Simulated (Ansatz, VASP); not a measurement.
## Cross-check of CoSi2 (CoSi2 strained to the junction's net) between VASP and Ansatz

Aim: how closely do two programs agree when they are given the same cell, functional and k mesh? The cell is generated by rule, not measured, and may not be a known phase. The structure shown is the end of the Ansatz relaxation below.

Main program and level: Ansatz 0.2.0; plane waves, with VASP 6.6.1 beside it; single point at PBE.

## Step 1: Set-up

Symmetry: Fm-3m, No. 225, cubic system. The conventional cell has a = 5.358 Å, b = 5.358 Å, c = 5.358 Å, α = 90.00°, β = 90.00°, γ = 90.00°. Si has 4 Co at 2.32 Å nearest. Nearest to Co lie 8 Si at 2.32 Å. Farther neighbours are not listed. That group holds within 0.01 Å; judged at 0.001 Å it is R-3m (No. 166).

Coordinates:

```cif
data_structure
_symmetry_space_group_name_H-M 'P 1'
_symmetry_Int_Tables_number 1
_cell_length_a 3.7900
_cell_length_b 3.7900
_cell_length_c 9.2749
_cell_angle_alpha 90.000
_cell_angle_beta 90.000
_cell_angle_gamma 120.000
_cell_volume 115.38
loop_
_atom_site_label
_atom_site_type_symbol
_atom_site_fract_x
_atom_site_fract_y
_atom_site_fract_z
_atom_site_occupancy
Si1 Si 0.00000 0.00000 0.00020 1
Si2 Si 0.33333 0.66667 0.16646 1
Si3 Si 0.66667 0.33333 0.33354 1
Si4 Si 0.00000 0.00000 0.49980 1
Si5 Si 0.33333 0.66667 0.66687 1
Si6 Si 0.66667 0.33333 0.83313 1
Co7 Co 0.66667 0.33333 0.08333 1
Co8 Co 0.33333 0.66667 0.41667 1
Co9 Co 0.00000 0.00000 0.75000 1
```

## Step 2: Ansatz: relaxation, PBE

Ansatz runs on its default PAW (the set named soft_2) files.

This run makes the geometry at which the two programs are then compared.

The input, input.yaml:

```yaml
crystal:
  lattice:
    - [3.79, 0.0, 0.0]
    - [-1.895, 3.2822362803, 0.0]
    - [0.0, 0.0, 9.283950671]
  atoms:
    - { symbol: Si, position: [0.0, 0.0, 0.0] }
    - { symbol: Co, position: [0.6666666667, 0.3333333333, 0.0833333333] }
    - { symbol: Si, position: [0.3333333333, 0.6666666667, 0.1666666667] }
    - { symbol: Si, position: [0.6666666667, 0.3333333333, 0.3333333333] }
    - { symbol: Co, position: [0.3333333333, 0.6666666667, 0.4166666667] }
    - { symbol: Si, position: [0.0, 0.0, 0.5] }
    - { symbol: Si, position: [0.3333333333, 0.6666666667, 0.6666666667] }
    - { symbol: Co, position: [0.0, 0.0, 0.75] }
    - { symbol: Si, position: [0.6666666667, 0.3333333333, 0.8333333333] }
kpoints:
  mp_grid: { grid: [12, 12, 3] }
scf:
  occupations: { method: fermi_dirac, width: 0.1 }
  max_iter: 150
hamiltonian:
  xc: pbe
relax:
  f_tol: 0.01
  max_steps: 40
  cell: { fix: [a, b, angles] }
```

The run is started by

```
$ ansatz run input.yaml --threads 8 --pin off --max-ram 24576MiB --backend cpu --events-out ev --progress --plain --runs-dir out
```

Numbers of over 12 decimals in the logs are rounded to 6 here.

The program printed:

```text
Engine: ansatz 0.2.0, aarch64-unknown-linux-gnu
Pseudopotentials: kind: paw
Pseudopotential: Si, paw, valence charge 4, recommended cutoff 420 eV (normal), Si.paw.azcp
Pseudopotential: Co, paw, valence charge 17, recommended cutoff 420 eV (normal), Co.paw.azcp
Functional definition: PBE
  parameter kappa = 0.804
  parameter beta = 0.066725
  exchange = pbe_x(kappa = kappa, mu = beta*pi^2/3)
  correlation = pbe_c(beta = beta)
Crystal: 9 atoms, lattice volume = 115.489 Å³
Basis set: ecut = 420 eV, 2263 PW (Γ), exchange–correlation on 54×54×128 points (8 copies of the dense FFT grid, shifted against one another)
Bands: 47, of which v1, the nominal top of the filled ones, is band 38 counted from 1 (37 counted from 0)
Symmetry: 36 space group operations
Space group: R-3m (ITA 166), of the structure as read, at distance tolerance 4.9e-5 Å
k-points: 50 of 432
Non-local potential: Si, projectors of the file, l = 0: 2, l = 1: 2, l = 2: 2
Non-local potential: Co, projectors of the file, l = 0: 3, l = 1: 2, l = 2: 3, l = 3: 1
PAW form: soft (Blöchl's): semilocal exchange-correlation on the pseudo side does not see the compensation charge
PAW one-centre angular grid: Si, 110 points (default); XC on 64 Gauss nodes
PAW one-centre angular grid: Co, 590 points (default); XC on 64 Gauss nodes
Initial density: superposition of atomic densities (neutral atoms: chi_scale 0, normalization atom), corrected by the library's trained network
Initial wavefunctions: pseudopotential atomic-orbital guess
Functional: x = pbe(κ = 0.804, μ = 0.219515), c = pbe(β = 0.066725)
SCF iter   1: F=—  HF=-19197.599360 eV  |F-HF|=—  |Δ(HF+E_count)|=         —  Δρ=5.14e-3  dr2=3.20e-2  ethr=1.77e-3  ⟨swp⟩=7.2  Hψ=9819  notcnv=0  defer=5
preconditioner: auto → Kerker (q_TF=auto, 2.539 Å⁻¹)  [metal: Δε(μ)=0.034 eV  Ē_g=7.159 eV  σ=0.100 eV  W_gap=0.08  n_scr=36 (ndim 8)  ℏωp=24.7 eV  f_vac=0.003  D(μ)=2.88/eV (n_scr^D=24)]
SCF iter   2: F=—  HF=-19197.598567 eV  |F-HF|=—  |Δ(HF+E_count)|=   7.93e-4  Δρ=3.70e-3  dr2=1.84e-2  ethr=4.27e-5  ⟨swp⟩=1.8  Hψ=3257  notcnv=0  defer=7
SCF iter   3: F=—  HF=-19197.599733 eV  |F-HF|=—  |Δ(HF+E_count)|=   1.17e-3  Δρ=5.10e-3  dr2=1.98e-2  ethr=2.45e-5  ⟨swp⟩=2.0  Hψ=3289  notcnv=0  defer=9
SCF iter   4: F=—  HF=-19197.598310 eV  |F-HF|=—  |Δ(HF+E_count)|=   1.42e-3  Δρ=2.27e-3  dr2=4.23e-3  ethr=2.45e-5  ⟨swp⟩=1.0  Hψ=2295  notcnv=0  defer=9
SCF iter   5: F=—  HF=-19197.598059 eV  |F-HF|=—  |Δ(HF+E_count)|=   2.51e-4  Δρ=1.00e-3  dr2=8.12e-4  ethr=5.63e-6  ⟨swp⟩=1.0  Hψ=2295  notcnv=0  defer=9
SCF iter   6: F=—  HF=-19197.598008 eV  |F-HF|=—  |Δ(HF+E_count)|=   5.14e-5  Δρ=1.72e-4  dr2=2.54e-5  ethr=1.08e-6  ⟨swp⟩=1.9  Hψ=2653  notcnv=0  defer=9
SCF iter   7: F=—  HF=-19197.597964 eV  |F-HF|=—  |Δ(HF+E_count)|=   4.37e-5  Δρ=5.28e-5  dr2=2.54e-6  ethr=3.39e-8  ⟨swp⟩=2.2  Hψ=3289  notcnv=0  defer=9
SCF iter   8: F=-19197.597964 eV  HF=-19197.597964 eV  |F-HF|=6.46e-8  |Δ(HF+E_count)|=   5.60e-8  Δρ=9.54e-6  dr2=7.22e-8  ethr=1.33e-10  ⟨swp⟩=3.5  Hψ=9910  notcnv=0
SCF 1 converged in 8 iterations: F = -19197.597964 eV  dr2 = 7.22e-8
  greatest PAW one-centre occupation: 1.000 electrons in one spin orbital (limit 2), on the Co atom at site 7 (counted from 0), in its partial waves of l = 0
relax step   1: F+E_penalty+E_count = -19197.59796371 eV  Δ(F+E_penalty+E_count) = +0.000e0 eV  max|allowed force component| = 1.347e-2 eV/Å  Δτ_max = 0.0000 Å  P = +0.036 GPa  Ω = 115.489 Å³  fix = [a, b, alpha, beta, gamma]  reactions: a +0.157, b +0.157 GPa  (8 SCF iters, dr2 threshold 1.00e-7 eV, accepted)
[...]
relax step   2: F+E_penalty+E_count = -19197.59810050 eV  Δ(F+E_penalty+E_count) = -1.368e-4 eV  max|allowed force component| = 9.292e-3 eV/Å  Δτ_max = 0.0008 Å  P = +0.133 GPa  Ω = 115.427 Å³  energy of the carried Pulay correction = +2.742e-5 eV  fix = [a, b, alpha, beta, gamma]  reactions: a +0.232, b +0.232 GPa  (6 SCF iters, dr2 threshold 1.07e-7 eV, accepted)
[...]
relax step   3: F+E_penalty+E_count = -19197.59816391 eV  Δ(F+E_penalty+E_count) = -6.342e-5 eV  max|allowed force component| = 1.409e-3 eV/Å  Δτ_max = 0.0011 Å  P = +0.211 GPa  Ω = 115.377 Å³  energy of the carried Pulay correction = +4.952e-5 eV  fix = [a, b, alpha, beta, gamma]  reactions: a +0.308, b +0.308 GPa  (6 SCF iters, dr2 threshold 1.05e-8 eV, accepted)
[...]
relax step   4: F+E_penalty+E_count = -19197.59812448 eV  Δ(F+E_penalty+E_count) = +3.944e-5 eV  max|allowed force component| = 1.413e-3 eV/Å  Δτ_max = 0.0000 Å  P = +0.211 GPa  Ω = 115.377 Å³  fix = [a, b, alpha, beta, gamma]  reactions: a +0.308, b +0.308 GPa  stress off target by 1.65e-2 GPa on what of the cell is left free  SCF on the basis re-selected at this cell (its energy is not comparable with the rows above)  (9 SCF iters)
basis re-selected at this cell: Δ(F+E_penalty+E_count) = +3.944e-5 eV, ΔP = -0.001 GPa vs the last step (what re-selecting the basis moved, of the pressure what is left beyond the Pulay correction that the steps carried, after the strain that the cell walked since its last selection, with what the two solves' SCF thresholds leave and, on support functions, any second-order correction that the steps lacked; it is no m [...]
SCF converged after 9 iterations
Free energy (F): -19197.598124 eV
Harris-Foulkes:  -19197.598124 eV  (|F-HF|=0.00e0)
Internal energy: -19197.500720 eV  (E = F + TS)
E sigma→0 (E₀):  -19197.549422 eV
Entropy (-TS):   -0.097404 eV (-10.823 meV/atom)
Fermi energy:    12.858932 eV
--- Per-component energies (eV) ---
  E_band       = -853.648307
  E_kinetic    = 1642.316520
  E_local      = -12292.666121  (includes V_loc(G=0)·N_el)
  E_nonlocal   = 1503.684763
  E_hartree    = 5348.254374
  E_xc         = -822.203579
  E_vxc        = -915.638002  (∫ρ·V_xc dr)
  E_paw        = -7624.287514  (= ΣΔE_a)
  E_vpaw       = -1487.854680  (= ΣTr[D̂ρ^β])
  E_aug_tail   = 0.000468  (compensation charges beyond the density's cutoff)
  E_ewald      = -6952.599630
  E_smearing   = -0.097404  (= −TS)
  E_closure    = -0.000000  (closes the sum)
  Σ components = -19197.598124   (vs F -19197.598124, Δ=0.00e0)
--- Forces (eV/Å), atoms counted from 1 ---
  atom   1  Si    -0.00000000     0.00000000     0.00141315
  atom   2  Co    -0.00000000    -0.00000000    -0.00000000
  atom   3  Si     0.00000000    -0.00000000    -0.00141315
  atom   4  Si    -0.00000000     0.00000000     0.00141315
  atom   5  Co    -0.00000000    -0.00000000     0.00000000
  atom   6  Si    -0.00000000    -0.00000000    -0.00141315
  atom   7  Si    -0.00000000     0.00000000     0.00141315
  atom   8  Co    -0.00000000     0.00000000     0.00000000
  atom   9  Si     0.00000000    -0.00000000    -0.00141315
  max |Σ_I F_I| component: 6.17e-17 eV/Å
--- Stress (GPa, compression-positive) ---
        0.307715      -0.000000       0.000000
       -0.000000       0.307715       0.000000
       -0.000000       0.000000       0.016473
  P = ⅓ Tr σ = 0.2106 GPa (2.106 kbar)
--- Relaxed structure (3 steps of the walk, 3 accepted, 1 SCFs on fresh bases) ---
  F+E_penalty+E_count = -19197.59812448 eV   max|allowed force component| = 1.413e-3 eV/Å   (the final SCF, on the basis selected at the relaxed cell)
  cell:  # Å, volume = 115.3769 Å³
    - [3.790000, 0, 0.0]
    - [-1.895000, 3.282236, 0.0]
    - [0.0, 0.0, 9.274915]
  atoms:
    - { symbol: Si, position: [0, 0, 0.000203447] }
    - { symbol: Co, position: [0.666667, 0.333333, 0.083333] }
    - { symbol: Si, position: [0.333333, 0.666667, 0.166463] }
    - { symbol: Si, position: [0.666667, 0.333333, 0.333537] }
    - { symbol: Co, position: [0.333333, 0.666667, 0.416667] }
    - { symbol: Si, position: [0, 0, 0.499797] }
    - { symbol: Si, position: [0.333333, 0.666667, 0.666870] }
    - { symbol: Co, position: [0, 0, 0.750000] }
    - { symbol: Si, position: [0.666667, 0.333333, 0.833130] }
```

Reading the cycles: dr2 is the Hartree energy of the density residual (eV), the measure of convergence; HF is the Harris–Foulkes estimate of the energy, which meets the free energy F at convergence.

## Step 3: VASP: single point, PBE

The same cell, functional, mesh and smearing now go to VASP, with its own data sets.

Lines of VASP's logs that name or quote its potential files are left out, and so is its time.

The input, INCAR:

```
SYSTEM = CoSi2
PREC = Accurate
ENCUT = 600
EDIFF = 1E-06
NELM = 120
ISMEAR = -1
SIGMA = 0.1
LREAL = .FALSE.
ALGO = Normal
GGA = PE
NBANDS = 34
LASPH = .TRUE.
LORBIT = 11
LWAVE = .FALSE.
LCHARG = .FALSE.
ISIF = 2
GGA_COMPAT = .FALSE.
KPAR = 2
```

The input, POSCAR:

```
CoSi2
1.0
    3.7900000000      0.0000000000      0.0000000000
   -1.8950000000      3.2822362803      0.0000000000
    0.0000000000      0.0000000000      9.2749147934
Si Co
6 3
Direct
    0.0000000000      0.0000000000      0.0002034468
    0.3333333333      0.6666666667      0.1664632198
    0.6666666667      0.3333333333      0.3335367802
    0.0000000000      0.0000000000      0.4997965532
    0.3333333333      0.6666666667      0.6668701135
    0.6666666667      0.3333333333      0.8331298865
    0.6666666667      0.3333333333      0.0833333333
    0.3333333333      0.6666666667      0.4166666667
    0.0000000000      0.0000000000      0.7500000000
```

The input, KPOINTS:

```
Automatic mesh
0
Gamma
12 12 3
0 0 0
```

PAW data sets: Si and Co (PBE family, release 64).

The run is started by

```
$ mpirun -np 2 vasp_std
```

The program printed:

```text
[banner, memory and clock lines left out]
running    2 mpi-ranks, on    1 nodes
 distrk:  each k-point on    1 cores,    2 groups
 distr:  one band on    1 cores,    1 groups

 POSCAR found type information on POSCAR SiCo
 POSCAR found :  2 types and       9 ions
 LDA part: xc-table for (Slater+PW92), standard interpolation
 POSCAR, INCAR and KPOINTS ok, starting setup
 FFT: planning ... GRIDC
 FFT: planning ... GRID_SOFT
 FFT: planning ... GRID
 WAVECAR not read
 entering main loop
       N       E                     dE             d eps       ncg     rms          rms(c)
DAV:   1     0.345064670847E+03    0.34506E+03   -0.22962E+04  3400   0.169E+03
DAV:   2    -0.313426418408E+02   -0.37641E+03   -0.36133E+03  3400   0.364E+02
DAV:   3    -0.609100846866E+02   -0.29567E+02   -0.28028E+02  4092   0.115E+02
DAV:   4    -0.621716705780E+02   -0.12616E+01   -0.12486E+01  4292   0.224E+01
DAV:   5    -0.622180195981E+02   -0.46349E-01   -0.46287E-01  4644   0.414E+00    0.248E+01
DAV:   6    -0.730337828972E+02   -0.10816E+02   -0.12571E+02  4828   0.146E+02    0.311E+01
DAV:   7    -0.577169495881E+02    0.15317E+02   -0.59944E+01  4460   0.123E+02    0.783E+00
DAV:   8    -0.582764100466E+02   -0.55946E+00   -0.71500E+00  3950   0.131E+01    0.541E+00
DAV:   9    -0.579595575259E+02    0.31685E+00   -0.93254E-01  4952   0.128E+01    0.154E+00
DAV:  10    -0.579605363413E+02   -0.97882E-03   -0.54000E-02  3794   0.135E+00    0.852E-01
DAV:  11    -0.579567156641E+02    0.38207E-02   -0.21859E-02  4668   0.182E+00    0.424E-01
DAV:  12    -0.579561975107E+02    0.51815E-03   -0.13257E-03  5184   0.454E-01    0.190E-01
DAV:  13    -0.579562897109E+02   -0.92200E-04   -0.15221E-03  5204   0.399E-01    0.161E-01
DAV:  14    -0.579561451306E+02    0.14458E-03   -0.47887E-04  5242   0.285E-01    0.271E-02
DAV:  15    -0.579561483089E+02   -0.31783E-05   -0.32471E-05  3922   0.292E-02    0.117E-02
DAV:  16    -0.579561487435E+02   -0.43459E-06   -0.74772E-07  2132   0.758E-03
   1 F= -.57956149E+02 E0= -.57907455E+02  d E =-.973882E-01
```

From OUTCAR (step 3):

```text
ion  position               nearest neighbor table
   1  0.000  0.000  0.000-   7 2.32   7 2.32   7 2.32   9 2.32   2 2.68   2 2.68   2 2.68   6 2.68
                             6 2.68   6 2.68
   2  0.333  0.667  0.166-   7 2.32   7 2.32   7 2.32   8 2.32   1 2.68   1 2.68   1 2.68   3 2.68
                             3 2.68   3 2.68
   3  0.667  0.333  0.334-   8 2.32   8 2.32   8 2.32   7 2.32   4 2.68   4 2.68   4 2.68   2 2.68
                             2 2.68   2 2.68
   4  0.000  0.000  0.500-   8 2.32   8 2.32   8 2.32   9 2.32   3 2.68   3 2.68   3 2.68   5 2.68
                             5 2.68   5 2.68
   5  0.333  0.667  0.667-   9 2.32   9 2.32   9 2.32   8 2.32   6 2.68   6 2.68   6 2.68   4 2.68
                             4 2.68   4 2.68
   6  0.667  0.333  0.833-   9 2.32   9 2.32   9 2.32   7 2.32   5 2.68   5 2.68   5 2.68   1 2.68
                             1 2.68   1 2.68
   7  0.667  0.333  0.083-   2 2.32   1 2.32   2 2.32   1 2.32   1 2.32   2 2.32   6 2.32   3 2.32

  LATTYP: Found a hexagonal cell.
 ALAT       =     3.7900000000
 C/A-ratio  =     2.4472070695

 Subroutine GETGRP returns: Found 12 space group operations
 (whereof  6 operations were pure point group operations)

The static configuration has the point symmetry C_3v.
 The point group associated with its full space group is D_3d.

 Found     50 irreducible k-points:

   k-points           NKPTS =     50   k-points in BZ     NKDIM =     50   number of bands    NBANDS=     34

   dimension x,y,z NGX =    30 NGY =   30 NGZ =   80
   dimension x,y,z NGXF=    60 NGYF=   60 NGZF=  160

   ENCUT  =  600.0 eV  44.10 Ry    6.64 a.u.   7.57  7.57 18.52*2*pi/ulx,y,z

   NELECT =      51.0000    total number of electrons

 k-points in reciprocal lattice and weights: Automatic mesh
   0.00000000  0.00000000  0.00000000       0.002
   0.08333333 -0.00000000  0.00000000       0.014
   0.16666667 -0.00000000  0.00000000       0.014
   0.25000000 -0.00000000  0.00000000       0.014
   0.33333333 -0.00000000  0.00000000       0.014
   0.41666667  0.00000000  0.00000000       0.014
   0.50000000 -0.00000000  0.00000000       0.007
   0.08333333  0.08333333  0.00000000       0.014
   0.16666667  0.08333333  0.00000000       0.028
[...]
-0.25000000 -0.41666667  0.33333333       0.028
   0.33333333  0.33333333  0.33333333       0.009

 average (electrostatic) potential at core
       1 -79.4669       2 -79.4669       3 -79.4669       4 -79.4669       5 -79.4669
       6 -79.4669       7 -78.2762       8 -78.2762       9 -78.2762

 E-fermi :  10.0690

 k-point     1 :       0.0000    0.0000    0.0000
  band No.  band energies     occupation
    ...
     16       8.1014      2.00000
     17       8.1739      2.00000
     18       8.1739      2.00000
     19       8.4821      2.00000
     20       8.4821      2.00000
     21      10.5339      0.01896
     22      10.5339      0.01896
     23      10.5339      0.01896
     24      10.5339      0.01896
     25      10.8206      0.00109
    ...

 k-point     2 :       0.0833   -0.0000    0.0000
  band No.  band energies     occupation
    ...
     18       8.3274      2.00000
     19       8.4007      2.00000
     20       8.4253      2.00000
     21       9.8645      1.77089
     22      10.0258      1.21288
     23      10.5130      0.02332
     24      10.7924      0.00144
     25      10.9110      0.00044
     26      12.1781      0.00000
     27      12.4201      0.00000
    ...

 k-point     3 :       0.1667   -0.0000    0.0000
  band No.  band energies     occupation
    ...
     19       8.4475      2.00000
     20       8.4822      2.00000
     21       9.2971      1.99911
     22       9.4709      1.99496
     23      10.0260      1.21196
     24      10.4854      0.03061
     25      10.6856      0.00419
     26      11.6127      0.00000
     27      11.6303      0.00000
     28      12.0986      0.00000
    ...

  Total        0.1260351      0.1260351     -0.0838622      0.0000000      0.0000000      0.0000000
  in kB        1.7501821      1.7501821     -1.1645493      0.0000000      0.0000000      0.0000000
  external PRESSURE =       0.7786050 kB  Pullay stress =       0.0000000 kB

  energy-cutoff  :      600.00
  volume of cell :      115.38
      direct lattice vectors                 reciprocal lattice vectors
     3.790000000  0.000000000  0.000000000     0.263852243  0.152335163  0.000000000
    -1.895000000  3.282236280  0.000000000     0.000000000  0.304670327  0.000000000
     0.000000000  0.000000000  9.274914793     0.000000000  0.000000000  0.107817702

 POSITION                                       TOTAL-FORCE (eV/Angst)
 -----------------------------------------------------------------------------------
      0.00000      0.00000      0.00189         0.000000      0.000000      0.001337
     -0.00000      2.18816      1.54393         0.000000     -0.000000     -0.001337
      1.89500      1.09408      3.09353         0.000000      0.000000      0.001337
      0.00000      0.00000      4.63557        -0.000000     -0.000000     -0.001337
     -0.00000      2.18816      6.18516         0.000000      0.000000      0.001337
      1.89500      1.09408      7.72721        -0.000000     -0.000000     -0.001337
      1.89500      1.09408      0.77291         0.000000      0.000000     -0.000000
     -0.00000      2.18816      3.86455         0.000000     -0.000000     -0.000000
      0.00000      0.00000      6.95619         0.000000     -0.000000     -0.000000
 -----------------------------------------------------------------------------------
    total drift:                               -0.000000      0.000000     -0.000000

  FREE ENERGIE OF THE ION-ELECTRON SYSTEM (eV)
  ---------------------------------------------------
  free  energy   TOTEN  =       -57.9561487435 eV

  energy  without entropy=      -57.8587605926  energy(sigma->0) =      -57.90745467

 total charge
# of ion       s       p       d       tot
------------------------------------------
    1        0.717   0.872   0.000   1.589
    2        0.717   0.872   0.000   1.589
    3        0.717   0.872   0.000   1.589
    4        0.717   0.872   0.000   1.589
    5        0.717   0.872   0.000   1.589
    6        0.717   0.872   0.000   1.589
    7        0.540   0.718   7.594   8.852
    8        0.540   0.718   7.594   8.852
    9        0.540   0.718   7.594   8.852
--------------------------------------------------
tot          5.923   7.385  22.782  36.090

[... 3 further parts left out ...]
```

This run has no spin polarisation, so a moment on Co, if there is one, isn't seen. Its electron count is odd, so without a moment it is a metal by construction.

## Step 4: Comparison

Known differences besides the potentials themselves: the data sets hold 75 valence electrons in Ansatz (on its default PAW (the set named soft_2) files) and 51 in VASP; the cutoff is 420 eV in Ansatz and 600 eV in VASP; Ansatz's pressure holds a Pulay correction, VASP's none. Total energies have different zeros and are not compared.

Compared:

| quantity | Ansatz | VASP | difference |
| --- | --- | --- | --- |
| pressure (GPa) | 0.21 | 0.08 | +0.13 |

## Step 5: Summary of results

| Quantity | Value |
| --- | --- |
| difference in pressure (single point, PBE) | 0.13 GPa |

In words: The difference in pressure is 0.13 GPa (single point, PBE), within the 1 GPa picked in this series as the mark of a large difference. The data sets hold unlike numbers of valence electrons (75 in Ansatz and 51 in VASP), so part of the differences comes from the potentials. 1 further run of this series is not shown here. How closely two codes agree says nothing of how well the functional describes the real material.

[Lines on the potential files, build, host, timing and source positions are cut from VASP's logs without a mark.]

[Logs are printed without paths, hosts, clocks, repeated set-up lines and the standing remarks that a program may print on its own settings, such as how far it seeks lower states.]

[Hosts, paths, dates, database ids (printed as entryN), source tags and the programs' standing remarks are cut or masked in the printed files.]
